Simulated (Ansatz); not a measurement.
**NbP**

The computed numbers are results of PBE, scalar-relativistic (no spin polarisation) in the plane-wave PAW code Ansatz at 420 eV, Γ-centred 14×14×14 mesh, 0.05 eV Gaussian smearing; PAW files: Ansatz's generated set soft_2.

```
CELL_PARAMETERS angstrom
-1.67311 1.67311 5.71741
1.67311 -1.67311 5.71741
1.67311 1.67311 -5.71741
ATOMIC_POSITIONS crystal
Nb 0.50001 0.50001 0.00000
Nb 0.25001 0.75001 0.50000
P 0.08262 0.08262 0.00000
P 0.83262 0.33262 0.50000
```

The chain of runs began from a structure of the Materials Project database, expanded in volume; all values here are this work's own. Such entries can be computed or ordered models and not known phases.

The cell is relaxed to zero pressure at this level.

Path: Γ–X–P–N–Γ–M–S | S0–Γ | X–R | G–M, with Γ = (0.000, 0.000, 0.000), X = (0.000, 0.000, 0.500), P = (0.250, 0.250, 0.250), N = (0.000, 0.500, 0.000), M = (0.500, 0.500, -0.500), S = (0.271, 0.729, -0.271), S0 = (-0.271, 0.271, 0.271), R = (-0.043, 0.043, 0.500), G = (0.500, 0.500, -0.043) in reciprocal vectors of the calculation's cell.

Task: Is it a metal or an insulator, and if it has a gap, where are the band edges on this path?

Result: A semimetal or zero-gap crystal: the filled and empty bands only touch or barely overlap.

Levels between -4 and 4 eV from the Fermi level at the path's named points:
```tsv
point	below E_F (eV)	above E_F (eV)
Γ	-3.04 -2.25 -2.25 -2.14 -1.71 -1.36 -1.36	0.82 1.60 2.67 3.14 3.14 3.42
X	-2.85 -2.85 -0.43 -0.43	2.97 2.97 3.07 3.07
P	-2.89 -2.89 -0.42 -0.42	2.98 2.98 3.05 3.05
N	-3.42 -3.24 -2.33 -1.86 -1.51 -0.12	0.07 1.31 2.46 2.64 3.27 3.69
M	-2.72 -2.72 -2.68 -2.68 -0.54 -0.54	1.18 1.18 2.32 2.32 3.60 3.60
S and S0	-3.29 -3.21 -2.31 -2.19 -1.46 -0.16	0.14 1.64 2.40 2.69 3.17 3.63
R and G	-2.82 -2.82 -0.48 -0.48	2.76 2.76 3.14 3.14
```
